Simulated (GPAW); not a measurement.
Crystal: Sb.

```
CELL_PARAMETERS angstrom
2.15420 1.24373 3.75800
-2.15420 1.24373 3.75800
0.00000 -2.48746 3.75800
ATOMIC_POSITIONS crystal
Sb 0.76651 0.76651 0.76651
Sb 0.23349 0.23349 0.23349
```

Program: GPAW 26.7.0. Alike in all runs: cell as given. Hardware: 1 thread of Arm Neoverse V2 (shared host).

Task: Order these runs on this cell by their wall time, lowest first.
A. task band structure; level r2SCAN; potentials or basis GPAW PAW data sets (gpaw-data 1.2.1), pw; spin SOC, no magnetisation; k mesh 6 × 6 × 6; cutoff (eV) 600; smearing fermi-dirac 0.05 eV; maxiter 150; band path GLB1,BZGX,QFP1Z,LP; band points 60; spin axis theta (degrees) 90; spin axis phi (degrees) 0
B. task band structure; level PBE; potentials or basis GPAW PAW data sets (gpaw-data 1.2.1), fd; spin off; k mesh 5 × 5 × 5; smearing fermi-dirac 0.05 eV; maxiter 150; band path GLB1,BZGX,QFP1Z,LP; band points 80; grid spacing 0.2 Å
C. task single point; level PBE; potentials or basis GPAW PAW data sets (gpaw-data 1.2.1), pw; spin off; k mesh 8 × 8 × 8; cutoff (eV) 600; smearing gaussian 0.016 eV; maxiter 150
D. task single point; level LDA; potentials or basis the program's PAW data sets (release 1.2.1) made for this functional, pw; spin off; k mesh 6 × 6 × 6; cutoff (eV) 500; smearing fermi-dirac 0.05 eV; maxiter 120

Result: D (18 s), C (50 s), B (120 s), A (300 s).

Caveats: spin-orbit coupling was added after a scalar SCF, so levels and gaps hold it while energy, forces, pressure and moments don't (some runs).

Not every run made on this cell is shown here.
